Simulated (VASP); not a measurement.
# InSe in VASP: notebook

Runs on InSe. Level: PBE. Tasks: single point.

All numbers are computed with VASP 6.6.1; they aren't measurements. Logs are shortened: lines on timing, memory, paths and dates and some standing lists are left out, and cuts for length are marked.

## 1. The slab as given

The cell holds a slab with vacuum, 2 atoms: a = 4.050 Å, b = 4.050 Å, c = 12.931 Å, α = 90.00°, β = 90.00°, γ = 120.00°.

## 2. Single point, PBE

The input, INCAR:

```
SYSTEM = InSe
ALGO     = Normal         ! electronic algorithm
DIPOL    = 0.5 0.5 0.500
EDIFF    = 1E-7           ! SCF threshold, eV
ENCUT    = 400            ! plane-wave cutoff, eV
GGA      = PE             ! functional
IDIPOL   = 3            
ISIF     = 2              ! what is computed and relaxed
ISMEAR   = 0              ! smearing method
LASPH    = .True.         ! aspherical terms in the spheres
LCHARG   = .False.        ! write CHGCAR
LDIPOL   = .True.       
LREAL    = .False.        ! projectors in reciprocal space
LVACPOTAV= .True.       
LVHAR    = .True.       
LWAVE    = .False.        ! write WAVECAR
NBANDS   = 20             ! bands
NELM     = 120            ! most SCF steps
PREC     = Accurate       ! precision mode
SIGMA    = 0.05           ! smearing width, eV
```

The input, KPOINTS:

```
k-points
0
Gamma
  6 6 1
  0 0 0
```

The input, POSCAR:

```
InSe
1.0
    4.0500000000      0.0000000000      0.0000000000
   -2.0250000000      3.5074028900      0.0000000000
    0.0000000000      0.0000000000     12.9311500000
In Se
1 1
Direct
    0.3333333333      0.6666666667      0.4639958550
    0.6666666667      0.3333333333      0.5360041450
```

Potentials or basis: VASP PAW PBE potentials, release 64 (In_d, Se).

On the command line:

```sh
cat potpaw_PBE.64/In_d/POTCAR potpaw_PBE.64/Se/POTCAR > POTCAR
mpirun -np 1 vasp_std > vasp.out
```

OUTCAR:

```text
SYSTEM = InSe
   EDIFF = 1E-7
   ENCUT = 400
   GGA = PE
   ISIF = 2
   ISMEAR = 0
   LASPH = .True.
   LREAL = .False.
   NELM = 120
   PREC = Accurate

 Found      7 irreducible k-points:

 Following reciprocal coordinates:
            Coordinates               Weight
  0.000000  0.000000  0.000000      1.000000
  0.166667  0.000000  0.000000      6.000000
  0.333333  0.000000  0.000000      6.000000
  0.500000  0.000000  0.000000      3.000000
  0.166667  0.166667  0.000000      6.000000
  0.333333  0.166667  0.000000     12.000000
   k-points           NKPTS =      7   k-points in BZ     NKDIM =      7   number of bands    NBANDS=     20
   number of dos      NEDOS =    301   number of ions     NIONS =      2
   total plane-waves  NPLWV =  65856
   dimension x,y,z NGX =    28 NGY =   28 NGZ =   84
   dimension x,y,z NGXF=    56 NGYF=   56 NGZF=  168
   ions per type =               1   1
   NGX,Y,Z   is equivalent  to a cutoff of  11.49, 11.49, 10.80 a.u.
   NGXF,Y,Z  is equivalent  to a cutoff of  22.99, 22.99, 21.60 a.u.
 SYSTEM =  InSe
   PREC   = accura    normal or accurate (medium, high low for compatibility)
   ISTART =      0    job   : 0-new  1-cont  2-samecut
   ICHARG =      2    charge: 1-file 2-atom 10-const
   ISPIN  =      1    spin polarized calculation?
   LNONCOLLINEAR =      F non collinear calculations
   LSORBIT =      F    spin-orbit coupling
   LASPH  =      T    aspherical Exc in radial PAW
   ENCUT  =  400.0 eV  29.40 Ry    5.42 a.u.   6.60  6.60 21.09*2*pi/ulx,y,z
   NELM   =    120;   NELMIN=  2; NELMDL= -5     # of ELM steps
   EDIFF  = 0.1E-06   stopping-criterion for ELM
   LREAL  =      F    real-space projection
   EDIFFG = 0.1E-05   stopping-criterion for IOM
   NSW    =      0    number of steps for IOM
   IBRION =     -1    ionic relax: 0-MD 1-quasi-New 2-CG
   NFREE  =      0    steps in history (QN), initial steepest desc. (CG)
   ISIF   =      2    stress and relaxation
   ISYM   =      2    0-nonsym 1-usesym 2-fastsym
   POTIM  = 0.5000    time-step for ionic-motion
   TEBEG  =    0.0;   TEEND  =   0.0 temperature during run
   PSTRESS=    0.0 pullay stress
   NELECT =      19.0000    total number of electrons
   NUPDOWN=      -1.0000    fix difference up-down
   EMIN   =  10.00;   EMAX   =-10.00  energy-range for DOS
   EFERMI =   0.00;   METHOD = LEGACY
   ISMEAR =     0;   SIGMA  =   0.05  broadening in eV -4-tet -1-fermi 0-gaus
   EFERMI_NEDOS =   21; number of points for ismear=-14 and -15
   IALGO  =     38    algorithm
   IMIX   =      4    mixing-type and parameters
     AMIX     =   0.40;   BMIX     =  1.00
     AMIX_MAG =   1.60;   BMIX_MAG =  1.00
  volume/ion in A,a.u.               =      91.84       619.79
  Fermi-wavevector in a.u.,A,eV,Ry     =   0.768482  1.452219  8.035109  0.590564
  Thomas-Fermi vector in A             =   1.869264
   LORBIT       =      0    0 simple, 1 ext, 2 COOP (PROOUT), +10 PAW based schemes
   GGA     = PE    functional components
   LHFCALC =     F    Hartree Fock is set to
   AEXX    =    0.0000 exact exchange contribution
   IVDW    =     0    specifies the selected vdW correction
   LEPSILON=     F    determine dielectric tensor
   LRPA    =     F    only Hartree local field effects (RPA)
 non-spin polarized calculation
 Gauss-broadening in eV      SIGMA  =   0.05
  energy-cutoff  :      400.00
  volume of cell :      183.69
 maximum number of plane-waves:      3367
 NGX is ok and might be reduce to    28
   NGX = 13   NGY = 13   NGZ = 43

 number of electron      18.9999992 magnetization

 dipolmoment           0.000000      0.000000      0.035314 electrons x Angstroem

 Free energy of the ion-electron system (eV)
  ---------------------------------------------------
  ext. energy  EPLUGINS =         0.00000000
  ---------------------------------------------------
  free energy    TOTEN  =        -5.64800345 eV

  energy without entropy =       -5.63081773  energy(sigma->0) =       -5.63941059

 E-fermi :  -1.2638     XC(G=0):  -3.7058

 val. band max:       -1.2690283599   @ k =   0.3333   0.1667   0.0000
 cond. band min:      -1.2611117556   @ k =   0.3333   0.3333   0.0000
 fundamental gap:      0.0079166042
 Fermi energy:        -1.2638157218

 k-point     1 :       0.0000    0.0000    0.0000
  band No.  band energies     occupation
      1     -16.7294      2.00000
      2     -16.5190      2.00000
      3     -16.5190      2.00000
      4     -16.3334      2.00000
      5     -16.3334      2.00000
      6     -15.4827      2.00000
[... 12 lines left out ...]
     19       7.9359      0.00000
     20       7.9359      0.00000

 k-point     2 :       0.1667    0.0000    0.0000
  band No.  band energies     occupation
      1     -16.8548      2.00000
      2     -16.4997      2.00000
      3     -16.4434      2.00000
      4     -16.3432      2.00000
      5     -16.3307      2.00000
      6     -15.2251      2.00000
[... 12 lines left out ...]
     19       7.4231      0.00000
     20       8.0860      0.00000

 k-point     3 :       0.3333    0.0000    0.0000
  band No.  band energies     occupation
      1     -17.0040      2.00000
      2     -16.4666      2.00000
      3     -16.3891      2.00000
      4     -16.3432      2.00000
      5     -16.3190      2.00000
      6     -14.6507      2.00000
[... 12 lines left out ...]
     19       7.7745      0.00000
     20       7.9038      0.00000

 k-point     4 :       0.5000    0.0000    0.0000
  band No.  band energies     occupation
      1     -17.0609      2.00000
      2     -16.4537      2.00000
      3     -16.3891      2.00000
      4     -16.3261      2.00000
      5     -16.3089      2.00000
      6     -14.3061      2.00000
[... 12 lines left out ...]
     19       6.7335      0.00000
     20       7.8344      0.00000

 k-point     5 :       0.1667    0.1667    0.0000
  band No.  band energies     occupation
      1     -16.9691      2.00000
      2     -16.4785      2.00000
      3     -16.3895      2.00000
      4     -16.3534      2.00000
      5     -16.3226      2.00000
      6     -14.8053      2.00000
[... 12 lines left out ...]
     19       7.7246      0.00000
     20       7.8939      0.00000

 k-point     6 :       0.3333    0.1667    0.0000
  band No.  band energies     occupation
      1     -17.0531      2.00000
      2     -16.4608      2.00000
      3     -16.3738      2.00000
      4     -16.3396      2.00000
      5     -16.3161      2.00000
      6     -14.3100      2.00000
[... 12 lines left out ...]
     19       7.2002      0.00000
     20       7.5624      0.00000

 [... further k-points ...]

------------------------ aborting loop because EDIFF is reached ----------------------------------------

  FORCE on cell =-STRESS in cart. coord.  units (eV):
  Direction    XX          YY          ZZ          XY          YZ          ZX
  --------------------------------------------------------------------------------------
  -------------------------------------------------------------------------------------
  Total        4.8885574      4.8885575      1.7043703      0.0000000      0.0000000      0.0000000
  in kB       42.6396348     42.6396349     14.8660887      0.0000000      0.0000000      0.0000000
  external PRESSURE =      33.3817862 kB  Pullay stress =       0.0000000 kB

 VOLUME and BASIS-vectors are now :
 -----------------------------------------------------------------------------
  energy-cutoff  :      400.00
  volume of cell :      183.69
      direct lattice vectors                 reciprocal lattice vectors
     4.050000000  0.000000000  0.000000000     0.246913580  0.142555622  0.000000000
    -2.025000000  3.507402890  0.000000000     0.000000000  0.285111244  0.000000000
     0.000000000  0.000000000 12.931150000     0.000000000  0.000000000  0.077332642

 POSITION                                       TOTAL-FORCE (eV/Angst)
 -----------------------------------------------------------------------------------
     -0.00000      2.33827      6.00000        -0.000000      0.000000     -1.858001
      2.02500      1.16913      6.93115         0.000000     -0.000000      1.858001
 -----------------------------------------------------------------------------------
    total drift:                               -0.000000      0.000000     -0.000015

  FREE ENERGIE OF THE ION-ELECTRON SYSTEM (eV)
  ---------------------------------------------------
  free  energy   TOTEN  =        -5.6480034511 eV

  energy  without entropy=       -5.6308177331  energy(sigma->0) =       -5.63941059

 vacuum level on the upper side and lower side of the slab         3.105         2.654
```

It took 41 s on 1 thread of Intel Xeon Platinum 8559C (Emerald Rapids), shared host; peak memory 0.23 GiB.

These settings aren't checked as converged: the numbers below hold their error.

Results:

```yaml
Free_energy: -5.6480 eV
Largest_force: 1.858 eV/Å
Band_gap_on_the_k_mesh: none (metal or under the smearing width)
Work_function_of_the_upper_face: 4.37 eV
Work_function_of_the_lower_face: 3.92 eV
```

## 3. Single point, PBE

INCAR: that of step 2 with these lines changed.

```diff
@@ -19,2 +19,2 @@
 PREC     = Accurate       ! precision mode
-SIGMA    = 0.05           ! smearing width, eV
+SIGMA    = 0.02           ! smearing width, eV
```

KPOINTS is that of step 2.

POSCAR is that of step 2.

Potentials or basis: VASP PAW PBE potentials, release 64 (In_d, Se).

On the command line:

```sh
cat potpaw_PBE.64/In_d/POTCAR potpaw_PBE.64/Se/POTCAR > POTCAR
mpirun -np 1 vasp_std > vasp.out
```

Wall time 26 s (1 thread of Intel Xeon Platinum 8559C (Emerald Rapids), shared host); peak memory 0.22 GiB.

These settings aren't checked as converged: the numbers below hold their error.

What came out:

| Quantity | Value |
| --- | --- |
| Free energy | -5.6391 eV |
| Largest force | 1.844 eV/Å |
| Band gap on the k mesh | none (metal or under the smearing width) |
| Work function of the upper face | 4.39 eV |
| Work function of the lower face | 3.93 eV |

## 4. Single point, PBE

This run uses another cell than the first one, of 134.46 Å³/atom, 1.464 times its volume.

INCAR: that of step 3 with these lines changed.

```diff
@@ -19,2 +19,2 @@
 PREC     = Accurate       ! precision mode
-SIGMA    = 0.02           ! smearing width, eV
+SIGMA    = 0.05           ! smearing width, eV
```

The input, KPOINTS:

```
k-points
0
Gamma
  5 5 1
  0 0 0
```

The input, POSCAR:

```
InSe
1.0
    4.0500000000      0.0000000000      0.0000000000
   -2.0250000000      3.5074028900      0.0000000000
    0.0000000000      0.0000000000     18.9311500000
In Se
1 1
Direct
    0.3333333333      0.6666666667      0.4754069351
    0.6666666667      0.3333333333      0.5245930649
```

On the command line:

```sh
cat potpaw_PBE.64/In_d/POTCAR potpaw_PBE.64/Se/POTCAR > POTCAR
mpirun -np 1 vasp_std > vasp.out
```

It took 39 s on 1 thread of Intel Xeon Platinum 8559C (Emerald Rapids), shared host; peak memory 0.3 GiB.

The run converged, but some of its settings lie outside the range that counts as converged, so its numbers aren't taken as properties of the slab.

What came out:

| Property | Result |
| --- | --- |
| Free energy | -5.6676 eV |
| Largest force | 1.889 eV/Å |
| Band gap on the k mesh | none (metal or under the smearing width) |
| Work function of the upper face | 4.27 eV |
| Work function of the lower face | 3.81 eV |

## 5. Single point, PBE

This run uses another cell than the first one, of 113.15 Å³/atom, 1.232 times its volume.

INCAR: that of step 4 with these lines changed.

```diff
@@ -2,3 +2,2 @@
 ALGO     = Normal         ! electronic algorithm
-DIPOL    = 0.5 0.5 0.500
 EDIFF    = 1E-7           ! SCF threshold, eV
@@ -11,3 +10,2 @@
 LCHARG   = .False.        ! write CHGCAR
-LDIPOL   = .True.       
 LREAL    = .False.        ! projectors in reciprocal space
```

The input, KPOINTS:

```
k-points
0
Gamma
  6 6 1
  0 0 0
```

The input, POSCAR:

```
InSe
1.0
    4.0500000000      0.0000000000      0.0000000000
   -2.0250000000      3.5074028900      0.0000000000
    0.0000000000      0.0000000000     15.9311500000
In Se
1 1
Direct
    0.3333333333      0.6666666667      0.4707758071
    0.6666666667      0.3333333333      0.5292241929
```

On the command line:

```sh
cat potpaw_PBE.64/In_d/POTCAR potpaw_PBE.64/Se/POTCAR > POTCAR
mpirun -np 1 vasp_std > vasp.out
```

Run time: 34 s. Hardware: 1 thread of Intel Xeon Platinum 8559C (Emerald Rapids), shared host; peak memory 0.26 GiB.

The run converged, but some of its settings lie outside the range that counts as converged, so its numbers aren't taken as properties of the slab.

What came out:

| Quantity | Value |
| --- | --- |
| Free energy | -5.6479 eV |
| Largest force | 1.860 eV/Å |
| Band gap on the k mesh | none (metal or under the smearing width) |

(Continued in part 2 of 2.)
